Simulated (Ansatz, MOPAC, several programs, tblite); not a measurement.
Energy against volume for Ga2AsP as one 4-atom ordering (P-4m2) on the zincblende lattice, at fixed shape and fractional coordinates, computed by several methods (PBE and r2SCAN, where shown, with plane waves in Ansatz); the cell shown is that of r2SCAN. With free coordinates or axes held, a curve is too stiff, and on another method's shape its minimum isn't the method's own volume. The symmetry is P-4m2 (No. 115, tetragonal); conventional cell a = 3.931 Å, c = 5.553 Å, 21.46 Å³ an atom. Around P lie 4 Ga at 2.38 Å; around Ga lie 2 P at 2.38 Å and 2 As at 2.43 Å; around As lie 4 Ga at 2.43 Å. No spin polarisation. The prototype was imposed, so other structures may be more stable. Energies count from each curve's lowest point; fits are third-order Birch-Murnaghan.

```xyz
4
Lattice="3.9313 0.0000 0.0000 0.0000 3.9313 0.0000 0.0000 0.0000 5.5532" Properties=species:S:1:pos:R:3 pbc="T T T"
P     0.0000    0.0000    0.0000
Ga    0.0000    1.9657    4.2122
As    1.9657    1.9657    2.7766
Ga    1.9657    0.0000    1.3410
```

r2SCAN, on the shape of its own relaxed cell:
```tsv
V (Å³/atom)	E (meV/atom)
20.169	21.54
20.813	5.07
21.457	0.00
22.100	4.57
22.744	17.33
```
V₀ = 21.46 Å³ an atom and B₀ = 80 GPa.

light PBE (260 eV, its own mesh), on the shape of the cell shown:
```tsv
V (Å³/atom)	E (meV/atom)
19.740	179.51
20.598	102.60
21.457	26.55
22.315	11.00
23.173	49.79
24.031	0.00
```
The points scatter about a smooth fit, as a low cutoff and a light mesh can make them, so no fit is quoted.

GFN1-xTB (tblite), on the shape of the cell shown, as a cluster of 72 atoms at the zone centre:
```
V (Å³/atom)  E (meV/atom)
     18.882        251.49
     20.169        112.74
     21.457         40.80
     22.744         11.07
     24.031          0.00
```
The lowest point is an end point, so the minimum isn't bracketed.

GFN2-xTB (tblite), on the shape of the cell shown, as a cluster of 72 atoms at the zone centre:
```csv
V (Å³/atom),E (meV/atom)
18.882,327.18
20.169,177.64
21.457,82.46
22.744,26.72
24.031,0.00
```
The lowest point is an end point, so the minimum isn't bracketed.

PM7 (MOPAC), on the shape of the cell shown, as a cluster of 72 atoms at the zone centre:
```tsv
V (Å³/atom)	E (meV/atom)
18.882	903.21
20.169	507.88
21.457	248.16
22.744	87.24
24.031	0.00
```
The lowest point is an end point, so the minimum isn't bracketed.
